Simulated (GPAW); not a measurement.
# Al (Fm-3m) in GPAW: settings compared, part 2 of 2

GPAW 26.7.0.

**4. Band structure, AM05**

File run.py:

```python
import spglib
from ase import Atoms
from ase.dft.bandgap import bandgap
from ase.io import read, write
from ase.units import GPa
from gpaw import GPAW, PW, setup_paths

setup_paths.insert(0, '.')

atoms = read('Al.cif')
cell, positions, numbers = spglib.find_primitive(
    (atoms.cell[:], atoms.get_scaled_positions(), atoms.numbers), symprec=1e-4)
atoms = Atoms(numbers, cell=cell, scaled_positions=positions, pbc=True)

calc = GPAW(mode=PW(600),
            xc='AM05',
            kpts={'size': (11, 11, 11), 'gamma': True},
            occupations={'name': 'fermi-dirac', 'width': 0.05},
            nbands=7,
            convergence={'density': 1e-05, 'energy': 1e-05},
            maxiter=150,
            txt='gpaw.txt')
atoms.calc = calc
energy = atoms.get_potential_energy()
forces = atoms.get_forces()
stress = atoms.get_stress()
calc.write('gs.gpw')
write('result.traj', atoms)
print(f'Energy: {energy:.6f} eV')
print('Forces (eV/A):')
print(forces.round(4))
print('Stress (GPa):', (stress / GPa).round(3))
print('Fermi level:', round(calc.get_fermi_level(), 4), 'eV')
print(f'Gap: {bandgap(calc)[0]:.4f} eV, direct: {bandgap(calc, direct=True)[0]:.4f} eV')

path = atoms.cell.bandpath('GXWKGLUWLK,UX', npoints=80, eps=1e-4)
bs_calc = calc.fixed_density(kpts=path, symmetry='off', nbands=13,
                             convergence={'bands': 'CBM+6.0', 'eigenstates': 1e-6}, txt='bands.txt')
bs = bs_calc.band_structure()
bs.write('bs.json')
print(f'Gap on the path: {bandgap(bs_calc)[0]:.4f} eV')
```

File Al.cif:

```cif
data_Al
_cell_length_a 4.04961000
_cell_length_b 4.04961000
_cell_length_c 4.04961000
_cell_angle_alpha 90.00000000
_cell_angle_beta 90.00000000
_cell_angle_gamma 90.00000000
_space_group_name_H-M_alt 'Fm-3m'
_space_group_name_Hall '-F 4 2 3'
_space_group_IT_number 225
loop_
_space_group_symop_operation_xyz
'x,y,z'
'-x,-y,-z'
'-y,x,z'
'y,-x,-z'
'-x,-y,z'
'x,y,-z'
'y,-x,z'
'-y,x,-z'
'x,-y,-z'
'-x,y,z'
'-y,-x,-z'
'y,x,z'
'-x,y,-z'
'x,-y,z'
'y,x,-z'
'-y,-x,z'
'z,x,y'
'-z,-x,-y'
'z,-y,x'
'-z,y,-x'
'z,-x,-y'
'-z,x,y'
'z,y,-x'
'-z,-y,x'
'-z,x,-y'
'z,-x,y'
'-z,-y,-x'
'z,y,x'
'-z,-x,y'
'z,x,-y'
'-z,y,x'
'z,-y,-x'
'y,z,x'
'-y,-z,-x'
'x,z,-y'
'-x,-z,y'
'-y,z,-x'
'y,-z,x'
'-x,z,y'
'x,-z,-y'
'-y,-z,x'
'y,z,-x'
'-x,-z,-y'
'x,z,y'
'y,-z,-x'
'-y,z,x'
'x,-z,y'
'-x,z,-y'
'x,y+1/2,z+1/2'
'-x,-y+1/2,-z+1/2'
'-y,x+1/2,z+1/2'
[... 62 lines left out ...]
'-z+1/2,-x,-y+1/2'
'z+1/2,-y,x+1/2'
'-z+1/2,y,-x+1/2'
'z+1/2,-x,-y+1/2'
'-z+1/2,x,y+1/2'
'z+1/2,y,-x+1/2'
'-z+1/2,-y,x+1/2'
'-z+1/2,x,-y+1/2'
'z+1/2,-x,y+1/2'
'-z+1/2,-y,-x+1/2'
'z+1/2,y,x+1/2'
'-z+1/2,-x,y+1/2'
'z+1/2,x,-y+1/2'
'-z+1/2,y,x+1/2'
'z+1/2,-y,-x+1/2'
'y+1/2,z,x+1/2'
'-y+1/2,-z,-x+1/2'
'x+1/2,z,-y+1/2'
'-x+1/2,-z,y+1/2'
'-y+1/2,z,-x+1/2'
'y+1/2,-z,x+1/2'
'-x+1/2,z,y+1/2'
'x+1/2,-z,-y+1/2'
'-y+1/2,-z,x+1/2'
'y+1/2,z,-x+1/2'
'-x+1/2,-z,-y+1/2'
'x+1/2,z,y+1/2'
'y+1/2,-z,-x+1/2'
'-y+1/2,z,x+1/2'
'x+1/2,-z,y+1/2'
'-x+1/2,z,-y+1/2'
'x+1/2,y+1/2,z'
'-x+1/2,-y+1/2,-z'
'-y+1/2,x+1/2,z'
'y+1/2,-x+1/2,-z'
'-x+1/2,-y+1/2,z'
'x+1/2,y+1/2,-z'
'y+1/2,-x+1/2,z'
'-y+1/2,x+1/2,-z'
'x+1/2,-y+1/2,-z'
'-x+1/2,y+1/2,z'
'-y+1/2,-x+1/2,-z'
'y+1/2,x+1/2,z'
'-x+1/2,y+1/2,-z'
'x+1/2,-y+1/2,z'
'y+1/2,x+1/2,-z'
'-y+1/2,-x+1/2,z'
'z+1/2,x+1/2,y'
'-z+1/2,-x+1/2,-y'
'z+1/2,-y+1/2,x'
'-z+1/2,y+1/2,-x'
'z+1/2,-x+1/2,-y'
'-z+1/2,x+1/2,y'
'z+1/2,y+1/2,-x'
'-z+1/2,-y+1/2,x'
'-z+1/2,x+1/2,-y'
'z+1/2,-x+1/2,y'
'-z+1/2,-y+1/2,-x'
'z+1/2,y+1/2,x'
'-z+1/2,-x+1/2,y'
'z+1/2,x+1/2,-y'
'-z+1/2,y+1/2,x'
'z+1/2,-y+1/2,-x'
'y+1/2,z+1/2,x'
'-y+1/2,-z+1/2,-x'
'x+1/2,z+1/2,-y'
'-x+1/2,-z+1/2,y'
'-y+1/2,z+1/2,-x'
'y+1/2,-z+1/2,x'
'-x+1/2,z+1/2,y'
'x+1/2,-z+1/2,-y'
'-y+1/2,-z+1/2,x'
'y+1/2,z+1/2,-x'
'-x+1/2,-z+1/2,-y'
'x+1/2,z+1/2,y'
'y+1/2,-z+1/2,-x'
'-y+1/2,z+1/2,x'
'x+1/2,-z+1/2,y'
'-x+1/2,z+1/2,-y'
loop_
_atom_site_label
_atom_site_type_symbol
_atom_site_symmetry_multiplicity
_atom_site_Wyckoff_symbol
_atom_site_fract_x
_atom_site_fract_y
_atom_site_fract_z
_atom_site_occupancy
Al1 Al 4 a 0.0000000000 0.0000000000 0.0000000000 1
```

Potentials or basis: PAW data sets generated in the run's folder for this functional, pw.

The run is started by

```sh
gpaw-setup -f AM05 Al
OMP_NUM_THREADS=1 python run.py
```

gpaw.txt:

```text
__  _  _
 | _ |_)|_||  |
 |__||  | ||/\| - 26.7.0

Input parameters:
  mode=PW(ecut=600.0),
  convergence={'density': 1e-05, 'energy': 1e-05},
  kpts=MonkhorstPack(size=(11, 11, 11), gamma=True),
  maxiter=150,
  nbands=7,
  occupations=Occupations(name='fermi-dirac', width=0.05),
  xc=XC(name='AM05')

Diagonalizing LCAO Hamiltonian
Converting LCAO to pw mode

       Al

Atoms  # Å, Bohr magnetons
|   | symbol |        x |        y |        z |    initial magnetic moments |
|---|--------|----------|----------|----------|-----------------------------|
| 0 |     Al | 0.000000 | 0.000000 | 0.000000 | ( 0.0000,  0.0000,  0.0000) |

Unit cell  # Å
| periodic |        x |        y |        z |  lengths |    angles |
|----------|----------|----------|----------|----------|-----------|
|      yes | 0.000000 | 2.024805 | 2.024805 | 2.863507 | 60.000000 |
|      yes | 2.024805 | 0.000000 | 2.024805 | 2.863507 | 60.000000 |
|      yes | 2.024805 | 2.024805 | 0.000000 | 2.863507 | 60.000000 |

Number of symmetries: 48
Symmetry operations  # r_c * U_cc + t_c -> r_c
|    | kind |            matrix            |
[... 166 lines left out ...]
|iter:   8| |   -3.983786c| -8.45c| -5.01c|

Converged in 8 steps
Energy contributions relative to reference atoms: (reference = -6581.333770)

Energy contributions:
  Kinetic:           3.355418
  Coulomb:          -1.507646
  Zero:             -0.008194
  External:          0.000000
  Xc:               -5.821398
  Entropy:          -0.003933
  Spinorbit:         0.000000
  ----------------------------
  Free energy:      -3.985752
  Extrapolated:     -3.983786

dipole moment: (-6.949163, -6.949163, -6.949163)  # |e|*Ang

Fermi level: 7.065
Eigenvalues  # (at kpt = [0.000, 0.000, 0.000])
| band index |      eig [eV] | occ [0-2] |
|------------|---------------|-----------|
|          0 |        -4.028 |     2.000 |
|          1 |        19.655 |     0.000 |
|          2 |        19.655 |     0.000 |
|          3 |        19.655 |     0.000 |
|          4 |        21.102 |     0.000 |
|          5 |        21.102 |     0.000 |
|          6 |        21.102 |     0.000 |

No gap
No difference between direct/indirect transitions

Forces  # eV/Ang
|        x |       y |       z |
|----------|---------|---------|
| -0.00000 | 0.00000 | 0.00000 |  # Al   0

Stress tensor  # eV/Ang^3
|         x |         y |        z |
|-----------|-----------|----------|
|  0.014858 | -0.000000 | 0.000000 |
| -0.000000 |  0.014858 | 0.000000 |
|  0.000000 |  0.000000 | 0.014858 |

# Writing to gs.gpw (mode='')
```

stdout:

```text
Energy: -3.983786 eV
Forces (eV/A):
[[-0.  0.  0.]]
Stress (GPa): [ 2.381  2.381  2.381  0.     0.    -0.   ]
Fermi level: 7.065 eV
Gap: 0.0000 eV, direct: 0.0000 eV
Gap on the path: 0.0000 eV
```

bands.txt:

```text
Diagonalizing LCAO Hamiltonian
Converting LCAO to pw mode
convergence criteria:
- Maximum integral of absolute [eigenst]ate change: 1e-06 eV^2 / valence electron
maximum number of iterations: 150

SCF iterations
|iter     | |      energy | eigst |  dens |
[... 84 lines left out ...]
         [0.43055556, 0.43055556, 0.63888889],
         [0.41666667, 0.41666667, 0.66666667],
         [0.40277778, 0.40277778, 0.69444444],
         [0.38888889, 0.38888889, 0.72222222],
         [0.375     , 0.375     , 0.75      ],
         [0.625     , 0.25      , 0.625     ],
         [0.59375   , 0.1875    , 0.59375   ],
         [0.5625    , 0.125     , 0.5625    ],
         [0.53125   , 0.0625    , 0.53125   ],
         [0.5       , 0.        , 0.5       ]])),
  maxiter=150,
  nbands=13,
  occupations=Occupations(name='fermi-dirac', width=0.05),
  symmetry=Symmetry(point_group=False, time_reversal=False),
  xc=XC(name='AM05')
```

Run time: 5.4 s. Hardware: 1 thread of AMD EPYC 9R45 (Zen 5), shared host; peak memory 0.16 GiB.

What came out:

* Free energy: -3.9858 eV
* Pressure: -2.4 GPa
* Band gap along the path: none (metal or under the smearing width)

Levels at the corners of the path, in eV from the Fermi level:
```csv
point,band 1,band 2,band 3,band 4,band 5
Γ,-11.09,12.59,12.59,12.59,14.04
X,-2.91,-1.61,5.25,5.57,5.57
W,-0.84,-0.84,0.12,1.13,15.81
K,-1.88,-1.38,-0.40,6.54,8.17
Γ,-11.09,12.59,12.59,12.59,14.04
L,-4.60,-4.34,11.37,11.37,11.41
U,-1.88,-1.38,-0.40,6.54,8.17
W,-0.84,-0.84,0.12,1.13,15.81
L,-4.60,-4.34,11.37,11.37,11.41
K,-1.88,-1.38,-0.40,6.54,8.17
U,-1.88,-1.38,-0.40,6.54,8.17
X,-2.91,-1.61,5.25,5.57,5.57
```

**5. Band structure, RPBE**

run.py, as its differences from that of step 4:

```diff
@@ -1,17 +1,16 @@
-import spglib
 from ase import Atoms
 from ase.dft.bandgap import bandgap
-from ase.io import read, write
+from ase.io import write
 from ase.units import GPa
-from gpaw import GPAW, PW, setup_paths
+from gpaw import GPAW, PW
 
-setup_paths.insert(0, '.')
-
-atoms = read('Al.cif')
-cell, positions, numbers = spglib.find_primitive(
-    (atoms.cell[:], atoms.get_scaled_positions(), atoms.numbers), symprec=1e-4)
-atoms = Atoms(numbers, cell=cell, scaled_positions=positions, pbc=True)
+atoms = Atoms(['Al'],
+              cell=[[0.0, 2.024805, 2.024805],
+                    [2.024805, 0.0, 2.024805],
+                    [2.024805, 2.024805, 0.0]],
+              scaled_positions=[[0.0, 0.0, 0.0]],
+              pbc=True)
 
 calc = GPAW(mode=PW(600),
-            xc='AM05',
+            xc='RPBE',
             kpts={'size': (11, 11, 11), 'gamma': True},
@@ -35,3 +34,3 @@
 
-path = atoms.cell.bandpath('GXWKGLUWLK,UX', npoints=80, eps=1e-4)
+path = atoms.cell.bandpath('GXWKGLUWLK,UX', npoints=100, eps=1e-4)
 bs_calc = calc.fixed_density(kpts=path, symmetry='off', nbands=13,
```

Potentials or basis: the program's PAW data sets (release 1.2.1) made for this functional, pw.

The run is started by

```sh
OMP_NUM_THREADS=1 python run.py
```

gpaw.txt:

```text
__  _  _
 | _ |_)|_||  |
 |__||  | ||/\| - 26.7.0

Input parameters:
  mode=PW(ecut=600.0),
  convergence={'density': 1e-05, 'energy': 1e-05},
  kpts=MonkhorstPack(size=(11, 11, 11), gamma=True),
  maxiter=150,
  nbands=7,
  occupations=Occupations(name='fermi-dirac', width=0.05),
  xc=XC(name='RPBE')

Diagonalizing LCAO Hamiltonian
Converting LCAO to pw mode

       Al

Atoms  # Å, Bohr magnetons
|   | symbol |        x |        y |        z |    initial magnetic moments |
|---|--------|----------|----------|----------|-----------------------------|
| 0 |     Al | 0.000000 | 0.000000 | 0.000000 | ( 0.0000,  0.0000,  0.0000) |

Unit cell  # Å
| periodic |        x |        y |        z |  lengths |    angles |
|----------|----------|----------|----------|----------|-----------|
|      yes | 0.000000 | 2.024805 | 2.024805 | 2.863507 | 60.000000 |
|      yes | 2.024805 | 0.000000 | 2.024805 | 2.863507 | 60.000000 |
|      yes | 2.024805 | 2.024805 | 0.000000 | 2.863507 | 60.000000 |

Number of symmetries: 48
Symmetry operations  # r_c * U_cc + t_c -> r_c
|    | kind |            matrix            |
|----|------|------------------------------|
|  0 |  σ   |  1, 0, 0,  1, 0,-1,  1,-1, 0 |
|  1 |  C2  |  1, 0, 0,  1,-1, 0,  1, 0,-1 |
|  2 |  E   |  1, 0, 0,  0, 1, 0,  0, 0, 1 |
|  3 |  σ   |  1, 0, 0,  0, 0, 1,  0, 1, 0 |
|  4 |  C4  |  1, 0,-1,  1, 0, 0,  1,-1, 0 |
|  5 |  S6  |  1, 0,-1,  1,-1, 0,  1, 0, 0 |
|  6 |  σ   |  1, 0,-1,  0, 1,-1,  0, 0,-1 |
|  7 |  C3  |  1, 0,-1,  0, 0,-1,  0, 1,-1 |
|  8 |  S6  |  1,-1, 0,  1, 0, 0,  1, 0,-1 |
|  9 |  C4  |  1,-1, 0,  1, 0,-1,  1, 0, 0 |
| 10 |  C3  |  1,-1, 0,  0,-1, 1,  0,-1, 0 |
| 11 |  σ   |  1,-1, 0,  0,-1, 0,  0,-1, 1 |
[... 133 lines left out ...]

xc functional:
  name: RPBE with 2 nearest neighbor stencil

convergence criteria:
- Maximum integral of absolute [dens]ity change: 1e-05 electrons / valence electron
- Maximum [total energy] change in last 3 cyles: 1e-05 eV / valence electron
- Maximum integral of absolute [eigenst]ate change: 4e-08 eV^2 / valence electron
maximum number of iterations: 150

SCF iterations
|iter     | |      energy | eigst |  dens |
|---------|-|-------------|-------|-------|
|iter:   1| |   -3.488778 | -0.24 |       |
|iter:   2| |   -3.489205 | -3.49 | -0.97 |
|iter:   3| |   -3.490704 | -3.27 | -0.99 |
|iter:   4| |   -3.491194 | -3.91 | -1.55 |
|iter:   5| |   -3.491206 | -5.97 | -2.90 |
|iter:   6| |   -3.491208c| -6.48 | -3.31 |
|iter:   7| |   -3.491208c| -8.33c| -4.59 |
|iter:   8| |   -3.491208c| -8.55c| -5.07c|

Converged in 8 steps
Energy contributions relative to reference atoms: (reference = -6606.623678)

Energy contributions:
  Kinetic:           3.563433
  Coulomb:          -1.668055
  Zero:             -0.007350
  External:          0.000000
  Xc:               -5.377235
  Entropy:          -0.004003
  Spinorbit:         0.000000
  ----------------------------
  Free energy:      -3.493210
  Extrapolated:     -3.491208

dipole moment: (-6.926696, -6.926696, -6.926696)  # |e|*Ang

Fermi level: 7.212
Eigenvalues  # (at kpt = [0.000, 0.000, 0.000])
| band index |      eig [eV] | occ [0-2] |
|------------|---------------|-----------|
|          0 |        -3.902 |     2.000 |
|          1 |        19.805 |     0.000 |
|          2 |        19.805 |     0.000 |
|          3 |        19.805 |     0.000 |
|          4 |        21.352 |     0.000 |
|          5 |        21.352 |     0.000 |
|          6 |        21.352 |     0.000 |

No gap
No difference between direct/indirect transitions

Forces  # eV/Ang
|       x |       y |        z |
|---------|---------|----------|
| 0.00000 | 0.00000 | -0.00000 |  # Al   0

Stress tensor  # eV/Ang^3
|         x |         y |         z |
|-----------|-----------|-----------|
| -0.007313 | -0.000000 | -0.000000 |
| -0.000000 | -0.007313 |  0.000000 |
| -0.000000 |  0.000000 | -0.007313 |

# Writing to gs.gpw (mode='')
```

stdout:

```text
Energy: -3.491208 eV
Forces (eV/A):
[[ 0.  0. -0.]]
Stress (GPa): [-1.172 -1.172 -1.172  0.    -0.    -0.   ]
Fermi level: 7.2117 eV
Gap: 0.0000 eV, direct: 0.0000 eV
Gap on the path: 0.0000 eV
```

bands.txt:

```text
Diagonalizing LCAO Hamiltonian
Converting LCAO to pw mode
convergence criteria:
- Maximum integral of absolute [eigenst]ate change: 1e-06 eV^2 / valence electron
maximum number of iterations: 150

SCF iterations
|iter     | |      energy | eigst |  dens |
|---------|-|-------------|-------|-------|
|iter:   1| |             | +0.38 |       |
[... 104 lines left out ...]
         [0.375     , 0.375     , 0.75      ],
         [0.625     , 0.25      , 0.625     ],
         [0.60416667, 0.20833333, 0.60416667],
         [0.58333333, 0.16666667, 0.58333333],
         [0.5625    , 0.125     , 0.5625    ],
         [0.54166667, 0.08333333, 0.54166667],
         [0.52083333, 0.04166667, 0.52083333],
         [0.5       , 0.        , 0.5       ]])),
  maxiter=150,
  nbands=13,
  occupations=Occupations(name='fermi-dirac', width=0.05),
  symmetry=Symmetry(point_group=False, time_reversal=False),
  xc=XC(name='RPBE')
```

It took 5.2 s on 1 thread of AMD EPYC 9R45 (Zen 5), shared host; peak memory 0.16 GiB.

What came out:

- Free energy: -3.4932 eV
- Pressure: 1.2 GPa
- Band gap along the path: none (metal or under the smearing width)

Levels at the corners of the path, in eV from the Fermi level:
```csv
point,band 1,band 2,band 3,band 4,band 5
Γ,-11.11,12.59,12.59,12.59,14.14
X,-2.94,-1.59,5.21,5.59,5.59
W,-0.86,-0.86,0.14,1.15,15.82
K,-1.90,-1.38,-0.38,6.56,8.19
Γ,-11.11,12.59,12.59,12.59,14.14
L,-4.61,-4.36,11.42,11.42,11.43
U,-1.90,-1.38,-0.38,6.56,8.19
W,-0.86,-0.86,0.14,1.15,15.82
L,-4.61,-4.36,11.42,11.42,11.43
K,-1.90,-1.38,-0.38,6.56,8.19
U,-1.90,-1.38,-0.38,6.56,8.19
X,-2.94,-1.59,5.21,5.59,5.59
```

**6. Band structure, PBE**

run.py, as its differences from that of step 5:

```diff
@@ -3,4 +3,3 @@
 from ase.io import write
-from ase.units import GPa
-from gpaw import GPAW, PW
+from gpaw import GPAW
 
@@ -13,4 +12,5 @@
 
-calc = GPAW(mode=PW(600),
-            xc='RPBE',
+calc = GPAW(mode='fd',
+            h=0.2,
+            xc='PBE',
             kpts={'size': (11, 11, 11), 'gamma': True},
@@ -24,3 +24,2 @@
 forces = atoms.get_forces()
-stress = atoms.get_stress()
 calc.write('gs.gpw')
@@ -30,3 +29,2 @@
 print(forces.round(4))
-print('Stress (GPa):', (stress / GPa).round(3))
 print('Fermi level:', round(calc.get_fermi_level(), 4), 'eV')
```

Potentials or basis: GPAW PAW data sets (gpaw-data 1.2.1), fd.

The run is started by

```sh
OMP_NUM_THREADS=1 python run.py
```

Wall time 11 s (1 thread of AMD EPYC 9R45 (Zen 5), shared host); peak memory 0.23 GiB.

The run converged. Its results:

| Quantity | Value |
| --- | --- |
| Free energy | -3.7462 eV |
| Band gap along the path | none (metal or under the smearing width) |

Levels at the corners of the path, in eV from the Fermi level:
```csv
point,band 1,band 2,band 3,band 4,band 5
Γ,-11.11,12.58,12.58,12.58,14.03
X,-2.92,-1.61,5.24,5.56,5.56
W,-0.85,-0.85,0.17,1.07,15.80
K,-1.89,-1.36,-0.42,6.53,8.16
Γ,-11.11,12.58,12.58,12.58,14.03
L,-4.58,-4.38,11.35,11.35,11.42
U,-1.89,-1.36,-0.42,6.53,8.16
W,-0.85,-0.85,0.17,1.07,15.80
L,-4.58,-4.38,11.35,11.35,11.42
K,-1.89,-1.36,-0.42,6.53,8.16
U,-1.89,-1.36,-0.42,6.53,8.16
X,-2.92,-1.61,5.24,5.56,5.56
```

Caveat: the real-space grid adds noise to forces.

**7. Summary**

```csv
task,level,potentials or basis,cutoff (eV),band path,band points,grid spacing,pressure (GPa)
equation of state,PBEsol+D4,"PAW data sets generated in the run's folder for this functional, pw",600,-,-,-,-
band structure,optPBE-vdW,"GPAW PAW data sets (gpaw-data 1.2.1), pw",600,"GXWKGLUWLK,UX",60,-,-
band structure,AM05,"PAW data sets generated in the run's folder for this functional, pw",600,"GXWKGLUWLK,UX",80,-,-2.4
band structure,RPBE,"the program's PAW data sets (release 1.2.1) made for this functional, pw",600,"GXWKGLUWLK,UX",100,-,1.2
band structure,PBE,"GPAW PAW data sets (gpaw-data 1.2.1), fd",-,"GXWKGLUWLK,UX",100,0.2 Å,-
```

Alike in all rows: no spin polarisation; cell as given; k mesh 11 × 11 × 11; smearing fermi-dirac 0.05 eV.

Caveats: the PAW data sets were made with another functional, which shifts forces and pressure a little (some runs); the real-space grid adds noise to forces (some runs).

Absolute energies hang on the potentials; compare differences alone.

**8. How close it comes**

Step 2. A measured bulk modulus of Al is 76.9 GPa (quoted in “The interpretation of polycrystalline coherent inelastic neutron scattering from aluminium”, 2013, pmc:3831299); the calculated 89 GPa misses it by +15.3 %. The fit is for a static lattice scaled at fixed shape and fixed fractional positions. The cell as given is a measured one (16.60 Å³/atom); PBEsol+D4 puts the equilibrium volume -4.4 % from it, thermal expansion not counted.
